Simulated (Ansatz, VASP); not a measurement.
BN: VASP beside Ansatz

INCAR

```
ALGO = Normal ; EDIFF = 1E-7
ENCUT = 520 ; GGA = PE
ISIF = 2 ; ISMEAR = -1
LASPH = T ; LCHARG = T
LELF = T ; LREAL = F
LVHAR = T ; LWAVE = F
NBANDS = 26 ; NELM = 100
PREC = Accurate ; SIGMA = 0.05
```

Contents of KPOINTS:

```
k-points
0
Gamma
  9 9 7
```

The input POSCAR:

```
BN
1.0
    1.6438210000     -4.7155350000      0.0000000000
    1.6438210000      4.7155350000      0.0000000000
   -1.1929310000      0.0000000000      4.1817430000
N B
4 4
Direct
    0.5106710000      0.3724210000      0.8211620000
    0.3828580000      0.5110240000      0.3188830000
    0.7741100000      0.3878430000      0.3419900000
    0.3921900000      0.7945610000      0.8556140000
    0.5635590000      0.1895610000      0.9910820000
    0.1531640000      0.5453960000      0.4904600000
    0.5661060000      0.4373210000      0.4953680000
    0.4398060000      0.5730220000     -0.0115290000
```

The input input.yaml:

```yaml
crystal:
  lattice:
    - [1.643821, -4.715535, 0.0]
    - [1.643821, 4.715535, 0.0]
    - [-1.192931, 0.0, 4.181743]
  atoms:
    - { symbol: "N", position: [0.510671, 0.372421, 0.821162] }
    - { symbol: "N", position: [0.382858, 0.511024, 0.318883] }
    - { symbol: "N", position: [0.77411, 0.387843, 0.34199] }
    - { symbol: "N", position: [0.39219, 0.794561, 0.855614] }
    - { symbol: B, position: [0.563559, 0.189561, 0.991082] }
    - { symbol: B, position: [0.153164, 0.545396, 0.49046] }
    - { symbol: B, position: [0.566106, 0.437321, 0.495368] }
    - { symbol: B, position: [0.439806, 0.573022, -0.011529] }
hamiltonian:
  xc: pbe
  pseudopotentials: { kind: paw }
kpoints:
  mp_grid: { grid: [9, 9, 7] }
scf:
  occupations: { method: fermi_dirac, width: 0.05 }
output:
  forces: true
  stress: true
  eigenvalues: true
```

Change from the starting cell: atoms moved at random, drawn with an rms of 0.05 Å.

Alike in both runs: task single point; functional PBE; k mesh 9 × 9 × 7; occupations fermi-dirac, width 0.05 eV; no spin polarisation.

```csv
,VASP,Ansatz
version,VASP 6.6.1,Ansatz 0.2.0
potentials or method,"VASP PAW PBE potentials, release 64 (N, B)",Ansatz PAW
plane-wave cutoff (eV),520,420
valence electrons in the cell,32,32
```

VASP gave:

| Property | Result |
| --- | --- |
| gap on the k mesh at the Fermi level (eV) | 3.30 |
| least direct gap on the mesh (eV) | 3.95 |
| pressure (GPa) | 1.7 |
| largest component of the traceless stress (GPa) | 4.31 |
| rms of the force components (eV/Å) | 1.368 |

Problem. What did Ansatz give for the same quantities?

Solution. gap on the k mesh at the Fermi level (eV): 3.30; least direct gap on the mesh (eV): 3.96; pressure (GPa): 1.6; largest component of the traceless stress (GPa): 4.28; rms of the force components (eV/Å): 1.370.

Atom by atom the forces differ by 0.005 eV/Å (rms over components). With one functional, cell and mesh, what is left measures potentials, basis and numerics.

Caveats: an odd mesh through Γ misses points on the zone boundary, where band edges often lie (VASP); odd divisions of the mesh miss points on the zone boundary, where band edges often lie, so the gap on the mesh can be too wide (Ansatz); the pressure holds a Pulay correction of +0.7 GPa for the finite cutoff (Ansatz).
